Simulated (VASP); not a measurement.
## VASP 6.6.1, PBEsol relaxation of cell and atoms, SiO2 (fluorite)

INCAR

```
LREAL = .FALSE.
SIGMA = 0.02
IBRION = 2
NSW = 40
NBANDS = 15
GGA = PS
ENCUT = 600
LWAVE = .FALSE.
EDIFF = 1E-7
ISIF = 3
LASPH = .TRUE.
EDIFFG = -5E-3
LCHARG = .FALSE.
PREC = Accurate
NELM = 120
ISMEAR = -1
```

KPOINTS

```
KPOINTS created by Atomic Simulation Environment
0
Gamma
8 8 8
0 0 0
```

POSCAR

```
Si O
 1.0000000000000000
     0.0000000000000000    2.2903635270075742    2.2903635270075742
     2.2903635270075742    0.0000000000000000    2.2903635270075742
     2.2903635270075742    2.2903635270075742   -0.0000000000000000
 Si  O
   1   2
Cartesian
  0.0000000000000000  0.0000000000000000  0.0000000000000000
  1.1451817635037871  1.1451817635037871  1.1451817635037871
  3.4355452905113619  3.4355452905113619  3.4355452905113619
```

VASP ran with the recommended PBE PAW datasets (16 valence electrons in the cell).

Command

```
mpirun -np 1 vasp_std
```

From OUTCAR

```
k-points           NKPTS =     29   k-points in BZ     NKDIM =     29   number of bands    NBANDS=     15

   NELECT =      16.0000    total number of electrons

   dimension x,y,z NGX =    28 NGY =   28 NGZ =   28
   dimension x,y,z NGXF=    56 NGYF=   56 NGZF=   56

  energy-cutoff  :      600.00
  volume of cell :       23.48
      direct lattice vectors                 reciprocal lattice vectors
     0.000000000  2.272644901  2.272644901    -0.220007974  0.220007974  0.220007974
     2.272644901  0.000000000  2.272644901     0.220007974 -0.220007974  0.220007974
     2.272644901  2.272644901  0.000000000     0.220007974  0.220007974 -0.220007974

 k-points in reciprocal lattice and weights: KPOINTS created by Atomic Simulation Env
   0.00000000  0.00000000  0.00000000       0.002
   0.12500000  0.00000000  0.00000000       0.016
   0.25000000  0.00000000  0.00000000       0.016
   0.37500000  0.00000000  0.00000000       0.016
   0.50000000  0.00000000  0.00000000       0.008
   0.12500000  0.12500000  0.00000000       0.012
   0.25000000  0.12500000  0.00000000       0.047
   0.37500000  0.12500000  0.00000000       0.047
   ...

 E-fermi :   9.8135

 k-point     1 :       0.0000    0.0000    0.0000
  band No.  band energies     occupation
      1     -13.4361      2.00000
      2      -6.5428      2.00000
      3       3.6012      2.00000
      4       3.6012      2.00000
      5       3.6012      2.00000
      6       7.1433      2.00000
      7       7.1433      2.00000
      8       7.1433      2.00000
      9      11.4782      0.00000
     10      15.1902      0.00000
     11      15.1902      0.00000
     12      15.1902      0.00000
     13      21.6275      0.00000
     14      21.6275      0.00000
     15      23.7854      0.00000

 k-point     2 :       0.1250    0.0000    0.0000
  band No.  band energies     occupation
      1     -13.2118      2.00000
      2      -6.8373      2.00000
      3       3.4220      2.00000
      4       3.6130      2.00000
      5       3.6130      2.00000
      6       6.3726      2.00000
      7       6.8584      2.00000
      8       6.8584      2.00000
      9      12.4953      0.00000
     10      15.3386      0.00000
     11      15.6007      0.00000
     12      15.6007      0.00000
     13      22.0519      0.00000
     14      22.0519      0.00000
     15      24.6221      0.00000

 k-point     3 :       0.2500    0.0000    0.0000
  band No.  band energies     occupation
      1     -12.5578      2.00000
      2      -7.6682      2.00000
      3       2.9527      2.00000
      4       3.6945      2.00000
      5       3.6945      2.00000
      6       5.2491      2.00000
      7       6.1578      2.00000
      8       6.1578      2.00000
      9      14.0006      0.00000
     10      16.3299      0.00000
     11      16.7667      0.00000
     12      16.7667      0.00000
     13      22.9018      0.00000
     14      22.9018      0.00000
     15      25.9003      0.00000

 k-point     4 :       0.3750    0.0000    0.0000
  band No.  band energies     occupation
      1     -11.5346      2.00000
      2      -8.8794      2.00000
      3       2.4677      2.00000
      4       3.9181      2.00000
      5       3.9181      2.00000
      6       4.5265      2.00000
      7       5.3643      2.00000
      8       5.3643      2.00000
      9      14.9500      0.00000
     10      18.0835      0.00000
     11      18.3631      0.00000
     12      18.3631      0.00000
     13      23.2406      0.00000
     14      23.2406      0.00000
     15      25.7915      0.00000

 k-point     5 :       0.5000    0.0000    0.0000
  band No.  band energies     occupation
      1     -10.3486      2.00000
      2     -10.1465      2.00000
      3       2.2723      2.00000
      4       4.1536      2.00000
      5       4.1536      2.00000
      6       4.2833      2.00000
      7       4.9051      2.00000
      8       4.9051      2.00000
      9      15.3402      0.00000
     10      18.9910      0.00000
     11      19.3338      0.00000
     12      19.3338      0.00000
     13      22.9863      0.00000
     14      22.9863      0.00000
     15      25.4582      0.00000

 k-point     6 :       0.1250    0.1250    0.0000
  band No.  band energies     occupation
      1     -13.1397      2.00000
      2      -6.8990      2.00000
      3       3.1303      2.00000
      4       3.1303      2.00000
      5       4.4081      2.00000
      6       5.1838      2.00000
      7       7.3621      2.00000
      8       7.3621      2.00000
      9      12.5031      0.00000
     10      14.6335      0.00000
     11      16.1260      0.00000
     12      16.1260      0.00000
     13      22.0562      0.00000
     14      22.2396      0.00000
     15      24.9549      0.00000

 k-point     7 :       0.2500    0.1250    0.0000
  band No.  band energies     occupation
      1     -12.6375      2.00000
      2      -7.4654      2.00000
      3       2.5746      2.00000
      4       2.8308      2.00000
      5       3.8153      2.00000
      6       5.0872      2.00000
      7       7.0489      2.00000
      8       7.2514      2.00000
      9      13.2966      0.00000
     10      15.1077      0.00000
     11      17.1861      0.00000
     12      17.3071      0.00000
     13      22.6737      0.00000
     14      22.7678      0.00000
     15      26.4111      0.00000

 k-point     8 :       0.3750    0.1250    0.0000
  band No.  band energies     occupation
      1     -11.7552      2.00000
      2      -8.4597      2.00000
      3       1.7623      2.00000
      4       2.8185      2.00000
      5       3.0927      2.00000
      6       5.5591      2.00000
      7       6.3561      2.00000
      8       6.7038      2.00000
      9      14.1705      0.00000
     10      16.7818      0.00000
     11      18.5588      0.00000
     12      18.8086      0.00000
     13      22.5513      0.00000
     14      23.3633      0.00000
     15      27.2453      0.00000

 k-point     9 :       0.5000    0.1250    0.0000
  band No.  band energies     occupation
      1     -10.5991      2.00000
      2      -9.7029      2.00000
      3       1.1903      2.00000
      4       2.9154      2.00000
      5       3.1481      2.00000
      6       5.2139      2.00000
      7       6.0103      2.00000
      8       6.4839      2.00000
      9      15.0003      0.00000
     10      18.4175      0.00000
     11      19.5168      0.00000
     12      19.6071      0.00000
     13      21.8364      0.00000
     14      23.3403      0.00000
     15      27.4212      0.00000

 k-point    10 :      -0.3750    0.1250    0.0000
  band No.  band energies     occupation
      1     -10.9888      2.00000
      2      -9.3111      2.00000
      3       1.1479      2.00000
      4       3.2057      2.00000
      5       3.8168      2.00000
      6       4.6245      2.00000
      7       5.3518      2.00000
      8       7.0495      2.00000
      9      15.0017      0.00000
     10      18.5477      0.00000
     11      18.5482      0.00000
     12      19.5024      0.00000
     13      21.6176      0.00000
     14      23.6652      0.00000
     15      27.4651      0.00000

 k-point    11 :      -0.2500    0.1250    0.0000
  band No.  band energies     occupation
      1     -12.0784      2.00000
      2      -8.1405      2.00000
      3       1.6581      2.00000
      4       3.8797      2.00000
      5       4.2622      2.00000
      6       4.6007      2.00000
      7       4.9308      2.00000
      8       7.5349      2.00000
      9      14.2639      0.00000
     10      16.8252      0.00000
     11      16.9554      0.00000
     12      18.5273      0.00000
     13      22.3137      0.00000
     14      23.5090      0.00000
     15      26.9949      0.00000

 k-point    12 :      -0.1250    0.1250    0.0000
  band No.  band energies     occupation
      1     -12.8469      2.00000
      2      -7.2726      2.00000
      3       2.5561      2.00000
      4       3.7932      2.00000
      5       4.1593      2.00000
      6       5.1706      2.00000
      7       5.9016      2.00000
      8       7.5629      2.00000
      9      13.3355      0.00000
     10      15.4989      0.00000
     11      15.8735      0.00000
     12      16.9550      0.00000
     13      22.3537      0.00000
     14      22.7376      0.00000
     15      25.7225      0.00000

 k-point    13 :       0.2500    0.2500    0.0000
  band No.  band energies     occupation
      1     -12.3142      2.00000
      2      -7.6235      2.00000
      3       1.9334      2.00000
      4       2.2232      2.00000
      5       2.2232      2.00000
      6       6.3536      2.00000
      7       7.8147      2.00000
      8       7.8147      2.00000
      9      12.4988      0.00000
     10      15.0051      0.00000
     11      18.4087      0.00000
     12      18.4087      0.00000
     13      22.4672      0.00000
     14      23.3281      0.00000
     15      28.0510      0.00000

 ...

  Total        0.0040601      0.0040601      0.0040601     -0.0000000      0.0000000      0.0000000
  in kB        0.2770885      0.2770885      0.2770885     -0.0000000      0.0000000      0.0000000
  external PRESSURE =       0.2770885 kB  Pullay stress =       0.0000000 kB

 POSITION                                       TOTAL-FORCE (eV/Angst)
 -----------------------------------------------------------------------------------
      0.00000      0.00000      0.00000         0.000000      0.000000      0.000000
      1.13632      1.13632      1.13632         0.000000      0.000000      0.000000
      3.40897      3.40897      3.40897        -0.000000     -0.000000     -0.000000
 -----------------------------------------------------------------------------------
    total drift:                                0.000000      0.000000      0.000000

  FREE ENERGIE OF THE ION-ELECTRON SYSTEM (eV)
  ---------------------------------------------------
  free  energy   TOTEN  =       -21.3157156716 eV

  energy  without entropy=      -21.3157156716  energy(sigma->0) =      -21.31571567
```

CONTCAR

```
Si O
   1.00000000000000
     0.0000000000000000    2.2726449014232908    2.2726449014232908
     2.2726449014232908    0.0000000000000000    2.2726449014232908
     2.2726449014232908    2.2726449014232908    0.0000000000000000
  Si              O
     1     2
Direct
     0.0000000000000000    0.0000000000000000    0.0000000000000000
     0.2500000000000000    0.2500000000000000    0.2500000000000000
     0.7500000000000000    0.7500000000000000    0.7500000000000000

  0.00000000E+00  0.00000000E+00  0.00000000E+00
  0.00000000E+00  0.00000000E+00  0.00000000E+00
  0.00000000E+00  0.00000000E+00  0.00000000E+00
```

```
relaxed cell vector lengths : 3.214, 3.214, 3.214 Å
relaxed cell volume         : 23.48 Å³
```

The run was restarted once from its relaxed cell; OSZICAR and OUTCAR are the second run's.

The run (the restart alone) took about 6.5 s on one core of a shared host (Intel Xeon 6975P-C) and held 0.15 GiB at most.
